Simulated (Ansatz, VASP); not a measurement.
**BiRh in two plane-wave programs**

Wanted: the spread between two codes on one cell, functional and k mesh. The two relaxations start from unlike cells of this crystal (the structure described is Ansatz's start), so only their ends are compared.

Program: Ansatz 0.2.0. Level of theory: plane waves, with VASP 6.6.1 beside it; relaxation of cell and atoms at PBEsol with D3(BJ) and relaxation of cell and atoms at BLYP. Results are calculated unless marked as measured.

## (1) The starting structure

The structure is hexagonal, space group P6_3/mmc (No. 194). Conventional cell: a = 4.094 Å, b = 4.094 Å, c = 5.663 Å, α = 90.00°, β = 90.00°, γ = 120.00°. Nearest to Bi lie 6 Rh at 2.76 Å. Nearest to Rh lie 6 Bi at 2.76 Å and 2 Rh at 2.83 Å. Farther neighbours are not listed.

## (2) Ansatz: relaxation of cell and atoms, PBEsol with D3(BJ)

Ansatz runs on its default PAW (the set named soft_2) files.

The relaxed volume is the usual yardstick between codes: in a stiff, nearly cubic crystal its relative difference is about their pressure difference at one cell divided by the bulk modulus.

Input file input.yaml:

```yaml
crystal:
  lattice:
    - [4.094, 0.0, 0.0]
    - [-2.047, 3.5455080031, 0.0]
    - [0.0, 0.0, 5.663]
  atoms:
    - { symbol: Bi, position: [0.3333333333, 0.6666666667, 0.25] }
    - { symbol: Bi, position: [0.6666666667, 0.3333333333, 0.75] }
    - { symbol: Rh, position: [0.0, 0.0, 0.0] }
    - { symbol: Rh, position: [0.0, 0.0, 0.5] }
kpoints:
  mp_grid: { grid: [12, 12, 6] }
hamiltonian:
  xc: pbesol
  dispersion: d3bj
scf:
  occupations: { method: gaussian, width: 0.1 }
output:
  forces: true
  stress: true
  eigenvalues: true
relax:
  adjacent_minimum: "off"
  f_tol: 0.005
  max_steps: 60
  cell: { stress_tol: 0.03 }
```

Command:

```bash
ansatz run input.yaml --threads 4 --pin off --max-ram 8192MiB --backend cpu --events-out ev --progress --plain --runs-dir out
```

Numbers of over 12 decimals in the logs are rounded to 6 here.

Log:

```text
Engine: ansatz 0.2.0, aarch64-unknown-linux-gnu
Pseudopotentials: kind: paw
Pseudopotential: Bi, paw, valence charge 15, recommended cutoff 420 eV (normal), Bi.paw.azcp
Pseudopotential: Rh, paw, valence charge 17, recommended cutoff 420 eV (normal), Rh.paw.azcp
Functional definition: PBEsol
  exchange = pbesol_x
  correlation = pbesol_c
Crystal: 4 atoms, lattice volume = 82.200 Å³
Basis set: ecut = 420 eV, 1603 PW (Γ), exchange–correlation on 60×60×80 points (8 copies of the dense FFT grid, shifted against one another)
Bands: 39, of which v1, the nominal top of the filled ones, is band 32 counted from 1 (31 counted from 0)
Symmetry: 24 space group operations
Space group: P63/mmc (ITA 194), of the structure as read, at distance tolerance 4.3e-5 Å
k-points: 76 of 864
Non-local potential: Bi, projectors of the file, l = 0: 2, l = 1: 2, l = 2: 2, l = 3: 2
Non-local potential: Rh, projectors of the file, l = 0: 3, l = 1: 2, l = 2: 2, l = 3: 1
PAW form: soft (Blöchl's): semilocal exchange-correlation on the pseudo side does not see the compensation charge
PAW frozen core: Bi, regenerated for the run's functional, and the local potential with it (the file was generated under x = pbe(κ = 0.804, μ = 0.219515), c = pbe(β = 0.066725))
PAW frozen core: Rh, regenerated for the run's functional, and the local potential with it (the file was generated under x = pbe(κ = 0.804, μ = 0.219515), c = pbe(β = 0.066725))
PAW one-centre angular grid: Bi, 590 points (default); XC on 64 Gauss nodes
PAW one-centre angular grid: Rh, 590 points (default); XC on 64 Gauss nodes
Initial density: superposition of atomic densities (neutral atoms: chi_scale 0, normalization atom), corrected by the library's trained network
Initial wavefunctions: pseudopotential atomic-orbital guess
Functional: x = pbesol(κ = 0.804, μ = 0.123457), c = pbesol(β = 0.046)
SCF iter   1: F=—  HF=-37164.509814 eV  |F-HF|=—  |Δ(HF+E_count)|=         —  Δρ=6.88e-3  dr2=4.62e-2  ethr=1.77e-3  ⟨swp⟩=6.3  Hψ=11703  notcnv=0  defer=3
preconditioner: auto → Kerker (q_TF=auto, 2.617 Å⁻¹)  [metal: Δε(μ)=0.017 eV  Ē_g=15.748 eV  σ=0.100 eV  W_gap=0.10  n_scr=22 (ndim 8)  ℏωp=28.4 eV  f_vac=0.006  D(μ)=2.89/eV (n_scr^D=22)]
SCF iter   2: F=—  HF=-37164.503747 eV  |F-HF|=—  |Δ(HF+E_count)|=   6.07e-3  Δρ=3.10e-3  dr2=1.06e-2  ethr=7.21e-5  ⟨swp⟩=1.1  Hψ=3593  notcnv=0  defer=6
SCF iter   3: F=—  HF=-37164.502030 eV  |F-HF|=—  |Δ(HF+E_count)|=   1.72e-3  Δρ=5.47e-4  dr2=2.59e-4  ethr=1.66e-5  ⟨swp⟩=2.0  Hψ=3445  notcnv=0  defer=6
SCF iter   4: F=—  HF=-37164.502003 eV  |F-HF|=—  |Δ(HF+E_count)|=   2.65e-5  Δρ=1.60e-4  dr2=4.35e-5  ethr=4.04e-7  ⟨swp⟩=2.4  Hψ=4921  notcnv=0  defer=6
SCF iter   5: F=—  HF=-37164.501998 eV  |F-HF|=—  |Δ(HF+E_count)|=   4.75e-6  Δρ=5.56e-5  dr2=2.48e-6  ethr=6.80e-8  ⟨swp⟩=2.0  Hψ=3525  notcnv=0  defer=6
SCF iter   6: F=—  HF=-37164.501999 eV  |F-HF|=—  |Δ(HF+E_count)|=   1.92e-7  Δρ=1.34e-5  dr2=1.76e-7  ethr=3.88e-9  ⟨swp⟩=2.3  Hψ=4002  notcnv=0  defer=6
SCF iter   7: F=-37164.501999 eV  HF=-37164.501999 eV  |F-HF|=1.54e-8  |Δ(HF+E_count)|=   5.49e-8  Δρ=4.86e-6  dr2=2.91e-8  ethr=1.56e-10  ⟨swp⟩=8.8  Hψ=11842  notcnv=0
SCF 1 converged in 7 iterations: F = -37164.501999 eV  dr2 = 2.91e-8
  greatest PAW one-centre occupation: 1.000 electrons in one spin orbital (limit 2), on the Rh atom at site 3 (counted from 0), in its partial waves of l = 0
relax step   1: F+E_penalty+E_count = -37164.50199862 eV  Δ(F+E_penalty+E_count) = +0.000e0 eV  max|allowed force component| = 2.059e-16 eV/Å  Δτ_max = 0.0000 Å  P = -4.233 GPa  Ω = 82.200 Å³  (7 SCF iters, dr2 threshold 1.00e-7 eV, accepted)
[...]
relax step   4: F+E_penalty+E_count = -37164.53802396 eV  Δ(F+E_penalty+E_count) = -6.399e-4 eV  max|allowed force component| = 8.789e-17 eV/Å  Δτ_max = 0.0000 Å  P = -0.009 GPa  Ω = 79.703 Å³  energy of the carried Pulay correction = +1.015e-3 eV  (6 SCF iters, dr2 threshold 4.00e-7 eV, accepted)
[...]
relax step   5: F+E_penalty+E_count = -37164.53697246 eV  Δ(F+E_penalty+E_count) = +1.051e-3 eV  max|allowed force component| = 8.789e-17 eV/Å  Δτ_max = 0.0000 Å  P = -0.003 GPa  Ω = 79.703 Å³  stress off target by 3.18e-3 GPa  SCF on the basis re-selected at this cell (its energy is not comparable with the rows above)  (9 SCF iters)
basis re-selected at this cell: Δ(F+E_penalty+E_count) = +1.051e-3 eV, ΔP = +0.006 GPa vs the last step (what re-selecting the basis moved, of the pressure what is left beyond the Pulay correction that the steps carried, after the strain that the cell walked since its last selection, with what the two solves' SCF thresholds leave and, on support functions, any second-order correction that the steps lacked; it is no m [...]
SCF converged after 9 iterations
Free energy (F): -37164.536972 eV
Harris-Foulkes:  -37164.536972 eV  (|F-HF|=7.28e-12)
Internal energy: -37164.523491 eV  (E = F + TS)
E sigma→0 (E₀):  -37164.530232 eV
Entropy (-TS):   -0.013481 eV (-3.370 meV/atom)
Fermi energy:    16.964791 eV
--- Per-component energies (eV) ---
  E_band       = -351.147554
  E_kinetic    = 1766.342318
  E_local      = -6642.887931  (includes V_loc(G=0)·N_el)
  E_nonlocal   = 1846.445289
  E_hartree    = 2327.858688
  E_xc         = -742.640388
  E_vxc        = -846.058714  (∫ρ·V_xc dr)
  E_paw        = -28075.935294  (= ΣΔE_a)
  E_vpaw       = -1130.706655  (= ΣTr[D̂ρ^β])
  E_aug_tail   = 0.000762  (compensation charges beyond the density's cutoff)
  E_ewald      = -7642.018426
  E_disp       = -2.420415  (pairwise vdW)
  E_core_change = 0.731904  (= ΣΔE_core)
  E_smearing   = -0.013481  (= −TS)
  E_closure    = 0.000000  (closes the sum)
  Σ components = -37164.536972   (vs F -37164.536972, Δ=0.00e0)
--- Forces (eV/Å), atoms counted from 1 ---
  atom   1  Bi     0.00000000    -0.00000000     0.00000000
  atom   2  Bi    -0.00000000     0.00000000    -0.00000000
  atom   3  Rh    -0.00000000     0.00000000    -0.00000000
  atom   4  Rh     0.00000000     0.00000000     0.00000000
  max |Σ_I F_I| component: 1.85e-17 eV/Å
--- Stress (GPa, compression-positive) ---
       -0.003176       0.000000       0.000000
        0.000000      -0.003176      -0.000000
        0.000000      -0.000000      -0.002545
  P = ⅓ Tr σ = -0.0030 GPa (-0.030 kbar)
--- Band table (eV; the first three rows and the last of 76) ---
  k-point 0: bands = [... 28 lower, 15.8831, 15.8831, 18.2876, 18.2876, 18.3852, 20.2601, 20.3788, 21.6258, ... 3 higher]
  k-point 1: bands = [... 28 lower, 15.6265, 15.6265, 17.8539, 18.7190, 18.7190, 19.2769, 20.7149, 21.5054, ... 3 higher]
  k-point 2: bands = [... 28 lower, 15.1788, 15.1788, 16.9808, 17.6900, 19.5884, 19.5884, 21.1230, 21.1230, ... 3 higher]
  k-point 75: bands = [... 28 lower, 14.8058, 14.8058, 15.9235, 15.9235, 16.2953, 16.2953, 22.0217, 22.0217, ... 3 higher]
--- Relaxed structure (4 steps of the walk, 3 accepted, 1 SCFs on fresh bases) ---
  F+E_penalty+E_count = -37164.53697246 eV   max|allowed force component| = 8.789e-17 eV/Å   (the final SCF, on the basis selected at the relaxed cell)
  cell:  # Å, volume = 79.7033 Å³
    - [4.059774, 0, 0.0]
    - [-2.029887, 3.515868, 0]
    - [0, 0, 5.583953]
  atoms:
    - { symbol: Bi, position: [0.333333, 0.666667, 0.250000] }
    - { symbol: Bi, position: [0.666667, 0.333333, 0.75] }
    - { symbol: Rh, position: [0, 0, 0] }
    - { symbol: Rh, position: [0, 0, 0.500000] }
```

Reading the cycles: dr2 is the Hartree energy of the density residual (eV), the measure of convergence; HF is the Harris–Foulkes estimate of the energy, which meets the free energy F at convergence.

## (3) VASP: relaxation of cell and atoms, PBEsol with D3(BJ)

Its own start cell and the same functional, mesh and smearing now go to VASP, with its own data sets.

Lines of VASP's logs that name or quote its potential files are left out, and so is its time.

Input file INCAR:

```
SYSTEM = BiRh
PREC = Accurate
ENCUT = 500
EDIFF = 1E-07
NELM = 120
ISMEAR = 0
SIGMA = 0.1
LREAL = .FALSE.
ALGO = Normal
GGA = PS
IVDW = 12
NBANDS = 37
LASPH = .TRUE.
LORBIT = 11
LWAVE = .FALSE.
LCHARG = .FALSE.
ISIF = 3
IBRION = 2
NSW = 80
EDIFFG = -0.005
GGA_COMPAT = .FALSE.
NELMIN = 4
KPAR = 2
```

Input file POSCAR:

```
BiRh
1.0
    4.0608945395      0.0000000000      0.0000000000
   -2.0304472698      3.5168378303      0.0000000000
    0.0000000000      0.0000000000      5.5837433129
Bi Rh
2 2
Direct
    0.3333333334      0.6666666668      0.2500000000
    0.6666666668      0.3333333334      0.7500000000
    0.0000000001      0.0000000001      0.0000000000
    0.0000000001      0.0000000001      0.5000000000
```

Input file KPOINTS:

```
Automatic mesh
0
Gamma
12 12 6
0 0 0
```

PAW data sets: Bi_d and Rh_pv (PBE family, release 64).

Command:

```bash
mpirun -np 2 vasp_std
```

Log:

```text
[banner, memory and clock lines left out]
running    2 mpi-ranks, on    1 nodes
 distrk:  each k-point on    1 cores,    2 groups
 distr:  one band on    1 cores,    1 groups

 POSCAR found type information on POSCAR BiRh
 POSCAR found :  2 types and       4 ions
|                                                                             |
|               ----> ADVICE to this user running VASP <----                  |
|                                                                             |
|     You enforced a specific xc type in the INCAR file but a different       |
|     [... a line on the potential file left out ...]
|     I HOPE YOU KNOW WHAT YOU ARE DOING!                                     |
|                                                                             |

 LDA part: xc-table for (Slater+PW92), standard interpolation
 POSCAR, INCAR and KPOINTS ok, starting setup
 FFT: planning ... GRIDC
 FFT: planning ... GRID_SOFT
 FFT: planning ... GRID
 WAVECAR not read
 entering main loop
       N       E                     dE             d eps       ncg     rms          rms(c)
DAV:   1     0.785516727154E+03    0.78552E+03   -0.32764E+04  5736   0.207E+03
DAV:   2     0.461101570384E+02   -0.73941E+03   -0.72229E+03  5672   0.609E+02
DAV:   3    -0.228958092230E+02   -0.69006E+02   -0.66492E+02  6184   0.190E+02
DAV:   4    -0.257930029822E+02   -0.28972E+01   -0.28736E+01  6441   0.396E+01
DAV:   5    -0.259164255905E+02   -0.12342E+00   -0.12340E+00  7758   0.828E+00    0.103E+01
DAV:   6    -0.255912059969E+02    0.32522E+00   -0.63358E-01  6335   0.691E+00    0.484E+00
DAV:   7    -0.255117044292E+02    0.79502E-01   -0.25439E-01  6906   0.427E+00    0.225E+00
DAV:   8    -0.254887738816E+02    0.22931E-01   -0.11052E-01  6216   0.238E+00    0.305E-01
DAV:   9    -0.254874313141E+02    0.13426E-02   -0.10561E-02  6841   0.101E+00    0.609E-02
DAV:  10    -0.254873897352E+02    0.41579E-04   -0.38093E-04  6932   0.203E-01    0.297E-02
DAV:  11    -0.254873996404E+02   -0.99052E-05   -0.43335E-05  7350   0.452E-02    0.570E-03
DAV:  12    -0.254873989364E+02    0.70391E-06   -0.57358E-06  6972   0.198E-02    0.333E-03
DAV:  13    -0.254873987943E+02    0.14218E-06   -0.46291E-07  5107   0.509E-03    0.614E-04
DAV:  14    -0.254873986452E+02    0.14905E-06   -0.67867E-08  3547   0.258E-03    0.319E-04
DAV:  15    -0.254873986694E+02   -0.24194E-07   -0.15636E-08  3267   0.143E-03
   1 F= -.27905808E+02 E0= -.27899032E+02  d E =-.279058E+02
 curvature:   0.00 expect dE= 0.000E+00 dE for cont linesearch  0.000E+00
 trial: gam= 0.00000 g(F)=  0.289E-46 g(S)=  0.229E-04 ort = 0.000E+00 (trialstep = 0.100E+01)
 search vector abs. value=  0.229E-04
 bond charge predicted
       N       E                     dE             d eps       ncg     rms          rms(c)
DAV:   1    -0.254906109968E+02   -0.32124E-02   -0.17908E-02  6470   0.143E+00    0.226E-01
DAV:   2    -0.254898778335E+02    0.73316E-03   -0.53502E-03  5839   0.581E-01    0.943E-02
DAV:   3    -0.254896449316E+02    0.23290E-03   -0.69106E-04  6186   0.236E-01    0.285E-02
DAV:   4    -0.254896228962E+02    0.22035E-04   -0.13220E-04  7192   0.105E-01    0.720E-03
DAV:   5    -0.254896214417E+02    0.14545E-05   -0.99729E-06  6791   0.297E-02    0.586E-03
DAV:   6    -0.254896200923E+02    0.13494E-05   -0.19072E-06  6791   0.120E-02    0.114E-03
DAV:   7    -0.254896200893E+02    0.30323E-08   -0.21910E-07  4681   0.377E-03
   2 F= -.27905801E+02 E0= -.27899011E+02  d E =0.712343E-05
 trial-energy change:    0.000007  1 .order    0.000007   -0.000023    0.000037
 step:   0.3849(harm=  0.3849)  dis= 0.00000  next Energy=   -27.905813 (dE=-0.441E-05)
 bond charge predicted
       N       E                     dE             d eps       ncg     rms          rms(c)
DAV:   1    -0.254886344737E+02    0.98562E-03   -0.67616E-03  6455   0.880E-01    0.140E-01
DAV:   2    -0.254883502193E+02    0.28425E-03   -0.20175E-03  5809   0.357E-01    0.579E-02
DAV:   3    -0.254882656350E+02    0.84584E-04   -0.26076E-04  6146   0.145E-01    0.175E-02
DAV:   4    -0.254882597365E+02    0.58985E-05   -0.49732E-05  7177   0.645E-02    0.443E-03
DAV:   5    -0.254882609176E+02   -0.11812E-05   -0.34959E-06  6686   0.175E-02    0.349E-03
DAV:   6    -0.254882613546E+02   -0.43696E-06   -0.66820E-07  5424   0.700E-03    0.646E-04
DAV:   7    -0.254882613291E+02    0.25473E-07   -0.66576E-08  3147   0.221E-03
   3 F= -.27905813E+02 E0= -.27899031E+02  d E =-.431281E-05
 curvature:  -0.19 expect dE=-0.334E-08 dE for cont linesearch -0.942E-10
 trial: gam=-0.00387 g(F)=  0.242E-46 g(S)=  0.174E-07 ort = 0.106E-06 (trialstep = 0.877E+00)
 search vector abs. value=  0.170E-07
 reached required accuracy - stopping structural energy minimisation
```

OUTCAR, selected parts (step 3):

```text
ion  position               nearest neighbor table
   1  0.333  0.667  0.250-   3 2.73   4 2.73   3 2.73   4 2.73   3 2.73   4 2.73   2 3.65   2 3.65
                             2 3.65   2 3.65   2 3.65   2 3.65
   2  0.667  0.333  0.750-   3 2.73   4 2.73   3 2.73   4 2.73   3 2.73   4 2.73   1 3.65   1 3.65
                             1 3.65   1 3.65   1 3.65   1 3.65
   3  0.000  0.000  0.000-   1 2.73   2 2.73   2 2.73   1 2.73   2 2.73   1 2.73   4 2.79   4 2.79

  LATTYP: Found a hexagonal cell.
 ALAT       =     4.0608945395
 C/A-ratio  =     1.3750032803

 Subroutine GETGRP returns: Found 24 space group operations
 (whereof 12 operations were pure point group operations)

The static configuration has the point symmetry D_3d.
 The point group associated with its full space group is D_6h.

 Found     76 irreducible k-points:

   k-points           NKPTS =     76   k-points in BZ     NKDIM =     76   number of bands    NBANDS=     37

   dimension x,y,z NGX =    30 NGY =   30 NGZ =   42
   dimension x,y,z NGXF=    60 NGYF=   60 NGZF=   84

   ENCUT  =  500.0 eV  36.75 Ry    6.06 a.u.   7.40  7.40 10.18*2*pi/ulx,y,z

   NELECT =      60.0000    total number of electrons

 k-points in reciprocal lattice and weights: Automatic mesh
   0.00000000  0.00000000  0.00000000       0.001
   0.08333333  0.00000000  0.00000000       0.007
   0.16666667  0.00000000  0.00000000       0.007
   0.25000000  0.00000000  0.00000000       0.007
   0.33333333  0.00000000  0.00000000       0.007
   0.41666667 -0.00000000  0.00000000       0.007
   0.50000000  0.00000000  0.00000000       0.003
   0.08333333  0.08333333  0.00000000       0.007
   0.16666667  0.08333333  0.00000000       0.014
[...]
0.33333333  0.25000000  0.50000000       0.014
   0.33333333  0.33333333  0.50000000       0.002

 Edisp (eV)   -2.41618

 average (electrostatic) potential at core
       1-100.3731       2-100.3731       3 -71.4888       4 -71.4888

 E-fermi :  10.3407

 k-point     1 :       0.0000    0.0000    0.0000
  band No.  band energies     occupation
    ...
     24       7.4331      2.00000
     25       8.1918      2.00000
     26       8.1918      2.00000
     27       9.2669      2.00000
     28       9.2669      2.00000
     29      11.6577      0.00000
     30      11.6577      0.00000
     31      11.7632      0.00000
     32      13.6327      0.00000
     33      13.7470      0.00000
    ...

 k-point     2 :       0.0833    0.0000    0.0000
  band No.  band energies     occupation
    ...
     24       7.3850      2.00000
     25       8.0807      2.00000
     26       8.2164      2.00000
     27       9.2478      2.00000
     28       9.2701      2.00000
     29      11.0307      0.00000
     30      11.5071      0.00000
     31      11.7116      0.00000
     32      13.3236      0.00000
     33      13.8428      0.00000
    ...

 k-point     3 :       0.1667    0.0000    0.0000
  band No.  band energies     occupation
    ...
     25       7.8015      2.00000
     26       8.2846      2.00000
     27       9.2049      2.00000
     28       9.2795      2.00000
     29       9.9764      2.00000
     30      11.0544      0.00000
     31      11.5389      0.00000
     32      12.6761      0.00000
     33      13.9806      0.00000
     34      14.8945      0.00000
    ...

 Edisp (eV)   -2.41755

  Total      -0.00043    -0.00043     0.00103     0.00000     0.00000     0.00000
  in kB      -0.00873    -0.00873     0.02070     0.00000     0.00000     0.00000
  external pressure =        0.00 kB  Pullay stress =        0.00 kB

  energy-cutoff  :      500.00
  volume of cell :       79.77
      direct lattice vectors                 reciprocal lattice vectors
     4.061336411 -0.000000000  0.000000000     0.246224370  0.142157707  0.000000000
    -2.030668205  3.517220502 -0.000000000     0.000000000  0.284315413  0.000000000
    -0.000000000  0.000000000  5.584476780    -0.000000000 -0.000000000  0.179067805

 POSITION                                       TOTAL-FORCE (eV/Angst)
 -----------------------------------------------------------------------------------
     -0.00000      2.34481      1.39612         0.000000      0.000000      0.000000
      2.03067      1.17241      4.18836        -0.000000     -0.000000      0.000000
      0.00000      0.00000      0.00000         0.000000      0.000000      0.000000
      0.00000      0.00000      2.79224         0.000000      0.000000      0.000000
 -----------------------------------------------------------------------------------
    total drift:                               -0.000000     -0.000001      0.000000

  FREE ENERGIE OF THE ION-ELECTRON SYSTEM (eV)
  ---------------------------------------------------
  free  energy   TOTEN  =       -27.9058126751 eV

  energy  without entropy=      -27.8922485755  energy(sigma->0) =      -27.89903063

 reached required accuracy - stopping structural energy minimisation

 total charge
# of ion       s       p       d       tot
------------------------------------------
    1        1.437   1.481   9.992  12.909
    2        1.437   1.481   9.992  12.909
    3        0.351   6.226   7.382  13.959
    4        0.351   6.226   7.382  13.959
--------------------------------------------------
tot          3.575  15.413  34.748  53.736

[... 3 further parts left out ...]
```

CONTCAR:

```
BiRh
   1.00000000000000
     4.0613364108846479   -0.0000000000000063    0.0000000000000000
    -2.0306682054923346    3.5172205021433358   -0.0000000000000000
    -0.0000000000000000    0.0000000000000000    5.5844767798885977
  Bi              Rh
     2     2
Direct
     0.3333333333999988    0.6666666667999976    0.2500000000000000
     0.6666666667999976    0.3333333333999988    0.7500000000000000
     0.0000000001000018    0.0000000001000018    0.0000000000000000
     0.0000000001000018    0.0000000001000018    0.5000000000000000
```

Dispersion corrections of this kind ignore metallic screening and tend to overbind metals. The run keeps the 24 symmetry operations of its start, so it cannot find a distortion of lower symmetry.

## (4) Comparison

Known differences besides the potentials themselves: the data sets hold 64 valence electrons in Ansatz (on its default PAW (the set named soft_2) files) and 60 in VASP; the cutoff is 420 eV in Ansatz and 500 eV in VASP; Ansatz makes its cores anew for this functional, VASP keeps those of its PBE data sets; Ansatz adds a Pulay correction to the stress that steers its cell, VASP none. Total energies have different zeros and are not compared.

The two programs side by side:

| quantity | Ansatz | VASP | difference |
| --- | --- | --- | --- |
| volume (Å³) | 79.70 | 79.77 | -0.09 % |
| edge a after relaxation, in the typed setting (Å) | 4.060 | 4.061 | -0.04 % |
| edge c after relaxation, in the typed setting (Å) | 5.584 | 5.585 | -0.01 % |

[end of part 1 of 2]

[Lines on the potential files, build, host, timing and source positions are cut from VASP's logs without a mark.]

[Logs are printed without paths, hosts, clocks, repeated set-up lines and the standing remarks that a program may print on its own settings, such as how far it seeks lower states.]

[Hosts, paths, dates, database ids (printed as entryN), source tags and the programs' standing remarks are cut or masked in the printed files.]
